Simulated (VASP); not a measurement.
# InAs in VASP: work function with PBEsol

Aim: the work function of InAs with PBEsol.

All numbers are computed with VASP 6.6.1; they aren't measurements. Logs are shortened: lines on timing, memory, paths and dates and some standing lists are left out, and cuts for length are marked.

### Step 1. The slab as given

The cell holds a slab with vacuum, 10 atoms: a = 6.036 Å, b = 4.268 Å, c = 24.536 Å, α = 90.00°, β = 90.00°, γ = 90.00°.

### Step 2. Work function, PBEsol

File INCAR:

```
ALGO = Fast ; DIPOL = 0.5 0.5 0.500
EDIFF = 1E-6 ; ENCUT = 520
GGA = PS ; IDIPOL = 3
ISIF = 2 ; ISMEAR = 1
KPAR = 8 ; LASPH = T
LCHARG = T ; LDIPOL = T
LREAL = F ; LVACPOTAV = T
LVHAR = T ; LWAVE = F
NELM = 80 ; PREC = Accurate
SIGMA = 0.1
```

File KPOINTS:

```
k-points
0
Gamma
  6 8 1
```

File POSCAR:

```
InAs                                    
1.0
    6.0360000000      0.0000000000      0.0000000000
    0.0000000000      4.2680965310      0.0000000000
    0.0000000000      0.0000000000     24.5361930620
  In              As            
     5     5
Direct
     0.5517259806787650    0.5000000000000000    0.3427087782178849
     0.9718400706512794    1.0000000000000000    0.4081641564188681
     0.4795599481980635    0.5000000000000000    0.5000000000000000
     0.9718400706512794    1.0000000000000000    0.5918358435811318
     0.5517259806787650    0.5000000000000000    0.6572912217821151
     0.7665473914877935    1.0000000000000000    0.3124150615649328
     0.2267618383604196    0.5000000000000000    0.4123081235556358
     0.7366894894454203    1.0000000000000000    0.5000000000000000
     0.2267618383604196    0.5000000000000000    0.5876918764443643
     0.7665473914877935    1.0000000000000000    0.6875849384350672
```

Potentials or basis: VASP PAW PBE potentials, release 64 (In_d, As).

Launch:

```console
$ cat potpaw_PBE.64/In_d/POTCAR potpaw_PBE.64/As/POTCAR > POTCAR
$ mpirun -np 8 vasp_std > vasp.out
```

OUTCAR:

```text
EDIFF = 1E-6
   ENCUT = 520
   GGA = PS
   ISIF = 2
   ISMEAR = 1
   LASPH = T
   LREAL = F
   NELM = 80
   PREC = Accurate

 ion  position               nearest neighbor table
   1  0.552  0.500  0.343-   7 2.60   6 2.61   6 2.61   2 3.68   2 3.68   3 3.88
   2  0.972  0.000  0.408-   7 2.63   7 2.63   6 2.66   8 2.66   1 3.68   1 3.68
   3  0.480  0.500  0.500-   7 2.64   9 2.64   8 2.64   8 2.64   1 3.88   5 3.88
   4  0.972  0.000  0.592-   9 2.63   9 2.63  10 2.66   8 2.66   5 3.68   5 3.68
   5  0.552  0.500  0.657-   9 2.60  10 2.61  10 2.61   4 3.68   4 3.68   3 3.88
   6  0.767  0.000  0.312-   1 2.61   1 2.61   2 2.66
   7  0.227  0.500  0.412-   1 2.60   2 2.63   2 2.63   3 2.64
   8  0.737  0.000  0.500-   3 2.64   3 2.64   4 2.66   2 2.66
   9  0.227  0.500  0.588-   5 2.60   4 2.63   4 2.63   3 2.64
  10  0.767  0.000  0.688-   5 2.61   5 2.61   4 2.66

  LATTYP: Found a simple orthorhombic cell.
 ALAT       =     4.2680965310
 B/A-ratio  =     1.4142135625
 C/A-ratio  =     5.7487437043

  Lattice vectors:

 A1 = (   0.0000000000,  -4.2680965310,   0.0000000000)
 A2 = (   6.0360000000,   0.0000000000,   0.0000000000)
 A3 = (   0.0000000000,   0.0000000000,  24.5361930620)

Analysis of symmetry for initial positions (statically):
=====================================================================
 Subroutine PRICEL returns:
 Original cell was already a primitive cell.

 Routine SETGRP: Setting up the symmetry group for a
 simple orthorhombic supercell.

 Subroutine GETGRP returns: Found  4 space group operations
 (whereof  4 operations were pure point group operations)
 out of a pool of  8 trial point group operations.

The static configuration has the point symmetry C_2v.

Analysis of symmetry for dynamics (positions and initial velocities):
=====================================================================
 Subroutine PRICEL returns:
 Original cell was already a primitive cell.

 Routine SETGRP: Setting up the symmetry group for a
 simple orthorhombic supercell.

 Subroutine GETGRP returns: Found  4 space group operations
 (whereof  4 operations were pure point group operations)
 out of a pool of  8 trial point group operations.

The dynamic configuration has the point symmetry C_2v.

 Subroutine INISYM returns: Found  4 space group operations
 (whereof  4 operations are pure point group operations),
 and found     1 'primitive' translations

----------------------------------------------------------------------------------------

                                     Primitive cell

  volume of cell :     632.1071

  direct lattice vectors                    reciprocal lattice vectors
     6.036000000  0.000000000  0.000000000     0.165672631  0.000000000  0.000000000
     0.000000000  4.268096531  0.000000000     0.000000000  0.234296482  0.000000000
     0.000000000  0.000000000 24.536193062     0.000000000  0.000000000  0.040756119

  length of vectors
     6.036000000  4.268096531 24.536193062     0.165672631  0.234296482  0.040756119

  position of ions in fractional coordinates (direct lattice)
     0.551725981  0.500000000  0.342708778
     0.971840071  0.000000000  0.408164156
     0.479559948  0.500000000  0.500000000
     0.971840071  0.000000000  0.591835844
     0.551725981  0.500000000  0.657291222
     0.766547391  0.000000000  0.312415062
     0.226761838  0.500000000  0.412308124
     0.736689489  0.000000000  0.500000000
     0.226761838  0.500000000  0.587691876
     0.766547391  0.000000000  0.687584938

  ion indices of the primitive-cell ions
   primitive index   ion index
                 1           1
                 2           2
                 3           3
                 4           4
                 5           5
                 6           6
                 7           7
                 8           8
                 9           9
                10          10

----------------------------------------------------------------------------------------

 KPOINTS: k-points

Automatic generation of k-mesh.
 Grid dimensions read from file:
 generate k-points for:    6    8    1

 Generating k-lattice:

  Cartesian coordinates                     Fractional coordinates (reciprocal lattice)
     0.027612105  0.000000000  0.000000000     0.166666667  0.000000000  0.000000000
     0.000000000  0.029287060  0.000000000     0.000000000  0.125000000  0.000000000
     0.000000000  0.000000000  0.040756119     0.000000000  0.000000000  1.000000000

  Length of vectors
     0.027612105  0.029287060  0.040756119

  Shift w.r.t. Gamma in fractional coordinates (k-lattice)
     0.000000000  0.000000000  0.000000000

 Subroutine IBZKPT returns following result:
 ===========================================

 Found     20 irreducible k-points:

 Following reciprocal coordinates:
            Coordinates               Weight
  0.000000  0.000000  0.000000      1.000000
  0.166667  0.000000  0.000000      2.000000
  0.333333  0.000000  0.000000      2.000000
  0.500000  0.000000  0.000000      1.000000
  0.000000  0.125000  0.000000      2.000000
  0.166667  0.125000  0.000000      4.000000
[... 12 lines left out ...]
  0.333333  0.500000  0.000000      2.000000
  0.500000  0.500000  0.000000      1.000000
   k-points           NKPTS =     20   k-points in BZ     NKDIM =     20   number of bands    NBANDS=     54
   number of dos      NEDOS =    301   number of ions     NIONS =     10
   total plane-waves  NPLWV = 294912
   dimension x,y,z NGX =    48 NGY =   32 NGZ =  192
   dimension x,y,z NGXF=    96 NGYF=   64 NGZF=  384
   ions per type =               5   5
   NGX,Y,Z   is equivalent  to a cutoff of  13.22, 12.46, 13.01 a.u.
   NGXF,Y,Z  is equivalent  to a cutoff of  26.44, 24.93, 26.02 a.u.
 SYSTEM =  unknown system
   PREC   = accura    normal or accurate (medium, high low for compatibility)
   ISTART =      0    job   : 0-new  1-cont  2-samecut
   ICHARG =      2    charge: 1-file 2-atom 10-const
   ISPIN  =      1    spin polarized calculation?
   LNONCOLLINEAR =      F non collinear calculations
   LSORBIT =      F    spin-orbit coupling
   LASPH  =      T    aspherical Exc in radial PAW
   ENCUT  =  520.0 eV  38.22 Ry    6.18 a.u.  11.22  7.94 45.62*2*pi/ulx,y,z
   NELM   =     80;   NELMIN=  2; NELMDL= -5     # of ELM steps
   EDIFF  = 0.1E-05   stopping-criterion for ELM
   LREAL  =      F    real-space projection
   EDIFFG = 0.1E-04   stopping-criterion for IOM
   NSW    =      0    number of steps for IOM
   IBRION =     -1    ionic relax: 0-MD 1-quasi-New 2-CG
   NFREE  =      0    steps in history (QN), initial steepest desc. (CG)
   ISIF   =      2    stress and relaxation
   ISYM   =      2    0-nonsym 1-usesym 2-fastsym
   POTIM  = 0.5000    time-step for ionic-motion
   TEBEG  =    0.0;   TEEND  =   0.0 temperature during run
   PSTRESS=    0.0 pullay stress
   NELECT =      90.0000    total number of electrons
   NUPDOWN=      -1.0000    fix difference up-down
   EMIN   =  10.00;   EMAX   =-10.00  energy-range for DOS
   EFERMI =   0.00;   METHOD = LEGACY
   ISMEAR =     1;   SIGMA  =   0.10  broadening in eV -4-tet -1-fermi 0-gaus
   EFERMI_NEDOS =   21; number of points for ismear=-14 and -15
   IALGO  =     68    algorithm
   IMIX   =      4    mixing-type and parameters
     AMIX     =   0.40;   BMIX     =  1.00
     AMIX_MAG =   1.60;   BMIX_MAG =  1.00
  volume/ion in A,a.u.               =      63.21       426.57
  Fermi-wavevector in a.u.,A,eV,Ry     =   0.854854  1.615440  9.942810  0.730776
  Thomas-Fermi vector in A             =   1.971514
   LORBIT       =      0    0 simple, 1 ext, 2 COOP (PROOUT), +10 PAW based schemes
   GGA     = PS    functional components
   LHFCALC =     F    Hartree Fock is set to
   AEXX    =    0.0000 exact exchange contribution
   IVDW    =     0    specifies the selected vdW correction
   LEPSILON=     F    determine dielectric tensor
   LRPA    =     F    only Hartree local field effects (RPA)
 non-spin polarized calculation
 RMM-DIIS sequential band-by-band and
 Methfessel and Paxton  Order N= 1 SIGMA  =   0.10
  energy-cutoff  :      520.00
  volume of cell :      632.11
 maximum number of plane-waves:     17092
 NGX is ok and might be reduce to    48
   NGX = 23   NGY = 15   NGZ = 91

 dipolmoment           0.000000      0.000000     -0.000000 electrons x Angstroem

 number of electron      90.0000031 magnetization

 dipolmoment           0.000000      0.000000      0.000000 electrons x Angstroem

 Free energy of the ion-electron system (eV)
  ---------------------------------------------------
  ext. energy  EPLUGINS =         0.00000000
  ---------------------------------------------------
  free energy    TOTEN  =       -40.66625006 eV

  energy without entropy =      -40.66637336  energy(sigma->0) =      -40.66629116

 E-fermi :  -0.6963     XC(G=0):  -4.6045

 val. band max:       -0.7804155173   @ k =   0.0000   0.0000   0.0000
 cond. band min:      -0.1669000717   @ k =   0.0000   0.0000   0.0000
 fundamental gap:      0.6135154456
 Fermi energy:        -0.6963477407

 k-point     1 :       0.0000    0.0000    0.0000
  band No.  band energies     occupation
      1     -15.3109      2.00000
      2     -15.3072      2.00000
      3     -15.2609      2.00000
      4     -15.2325      2.00000
      5     -15.1742      2.00000
      6     -15.1663      2.00000
[... 46 lines left out ...]
     53       2.8720      0.00000
     54       3.0881      0.00000

 k-point     2 :       0.1667    0.0000    0.0000
  band No.  band energies     occupation
      1     -15.3177      2.00000
      2     -15.3140      2.00000
      3     -15.2515      2.00000
      4     -15.2268      2.00000
      5     -15.1724      2.00000
      6     -15.1632      2.00000
[... 46 lines left out ...]
     53       2.6354      0.00000
     54       3.2573      0.00000

 k-point     3 :       0.3333    0.0000    0.0000
  band No.  band energies     occupation
      1     -15.3290      2.00000
      2     -15.3238      2.00000
      3     -15.2363      2.00000
      4     -15.2188      2.00000
      5     -15.1654      2.00000
      6     -15.1543      2.00000
[... 46 lines left out ...]
     53       2.3466      0.00000
     54       3.2886      0.00000
[... 856 lines left out ...]
 k-point    19 :       0.3333    0.5000    0.0000
  band No.  band energies     occupation
      1     -15.3057      2.00000
      2     -15.2961      2.00000
      3     -15.2478      2.00000
      4     -15.2460      2.00000
      5     -15.1954      2.00000
      6     -15.1879      2.00000
[... 46 lines left out ...]
     53       2.8665      0.00000
     54       3.3397      0.00000

 k-point    20 :       0.5000    0.5000    0.0000
  band No.  band energies     occupation
      1     -15.2963      2.00000
      2     -15.2879      2.00000
      3     -15.2458      2.00000
      4     -15.2445      2.00000
      5     -15.1944      2.00000
      6     -15.1862      2.00000
[... 46 lines left out ...]
     53       3.2724      0.00000
     54       3.5338      0.00000

------------------------ aborting loop because EDIFF is reached ----------------------------------------

  FORCE on cell =-STRESS in cart. coord.  units (eV):
  Direction    XX          YY          ZZ          XY          YZ          ZX
  --------------------------------------------------------------------------------------
  -------------------------------------------------------------------------------------
  Total       -0.0861822     -0.4127220     -0.1258969      0.0000000      0.0000000      0.0000000
  in kB       -0.2184427     -1.0461105     -0.3191059      0.0000000      0.0000000      0.0000000
  external PRESSURE =      -0.5278863 kB  Pullay stress =       0.0000000 kB

 VOLUME and BASIS-vectors are now :
 -----------------------------------------------------------------------------
  energy-cutoff  :      520.00
  volume of cell :      632.11
      direct lattice vectors                 reciprocal lattice vectors
     6.036000000  0.000000000  0.000000000     0.165672631  0.000000000  0.000000000
     0.000000000  4.268096531  0.000000000     0.000000000  0.234296482  0.000000000
     0.000000000  0.000000000 24.536193062     0.000000000  0.000000000  0.040756119

 POSITION                                       TOTAL-FORCE (eV/Angst)
 -----------------------------------------------------------------------------------
      3.33022      2.13405      8.40877         0.015050      0.000000      0.005295
      5.86603      0.00000     10.01479        -0.007204     -0.000000     -0.005462
      2.89462      2.13405     12.26810        -0.005988      0.000000      0.000000
      5.86603      0.00000     14.52140        -0.007204     -0.000000      0.005462
      3.33022      2.13405     16.12742         0.015050      0.000000     -0.005295
      4.62688      0.00000      7.66548        -0.006706      0.000000      0.005475
      1.36873      2.13405     10.11647        -0.001343      0.000000     -0.002542
      4.44666      0.00000     12.26810         0.006394      0.000000      0.000000
      1.36873      2.13405     14.41972        -0.001343      0.000000      0.002542
      4.62688      0.00000     16.87072        -0.006706      0.000000     -0.005475
 -----------------------------------------------------------------------------------
    total drift:                               -0.001838     -0.000000      0.000004

  FREE ENERGIE OF THE ION-ELECTRON SYSTEM (eV)
  ---------------------------------------------------
  free  energy   TOTEN  =       -40.6662500591 eV

  energy  without entropy=      -40.6663733569  energy(sigma->0) =      -40.66629116

 vacuum level on the upper side and lower side of the slab         4.022         4.022
```

Wall time 3.8 min (8 MPI ranks of Intel Xeon 6975P-C (Granite Rapids), shared host); peak memory 0.96 GiB.

What came out:

```
Free energy                            : -40.6663 eV
Largest force                          : 0.016 eV/Å
Band gap on the k mesh                 : 0.61 eV, direct
Ionisation potential of the upper face : 4.80 eV
```

Forces in eV/Å, atoms in the order of the input:
```
In   0.015  0.000  0.005
In  -0.007  0.000 -0.005
In  -0.006  0.000  0.000
In  -0.007  0.000  0.005
In   0.015  0.000 -0.005
As  -0.007  0.000  0.005
As  -0.001  0.000 -0.003
As   0.006  0.000  0.000
As  -0.001  0.000  0.003
As  -0.007  0.000 -0.005
```

Caveat: the PAW data sets were made with another functional, which shifts forces and pressure a little; spin-orbit coupling is left out, which moves the levels of the heavy elements. A hybrid or GW would open this gap; PBEsol tends to underestimate it.
